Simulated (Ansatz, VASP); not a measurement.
Two plane-wave programs on C

```
C
1.0
     2.40905    0.00000    0.00000
    -1.20453    2.08630    0.00000
     0.00000    0.00000    5.36682
C
4
Direct
  0.00000 0.00000 0.25000
  0.00000 0.00000 0.75000
  0.33333 0.66667 0.25000
  0.66667 0.33333 0.75000
```

Alike in both runs: functional LDA; k mesh 15 × 15 × 5; occupations fermi-dirac, width 0.1 eV; no spin polarisation.

Ansatz relaxed the structure, and its values are those at the end. VASP's run is a single point on that final structure, the one shown.

|  | VASP | Ansatz |
| --- | --- | --- |
| version | VASP 6.6.1 | Ansatz 0.2.0 |
| potentials or method | VASP PAW LDA potentials, release 64 (C) | PAW with Ansatz's default frozen-core files, scalar-relativistic |
| plane-wave cutoff (eV) | 520 | 420 |
| valence electrons in the cell | 16 | 16 |

```csv
,VASP,Ansatz,Ansatz less VASP
pressure (GPa),25.1,24.0,-1.06
```

Caveats: so large a pressure means that the cell lies far from this level's equilibrium, or that cutoff or potentials fall short (VASP).
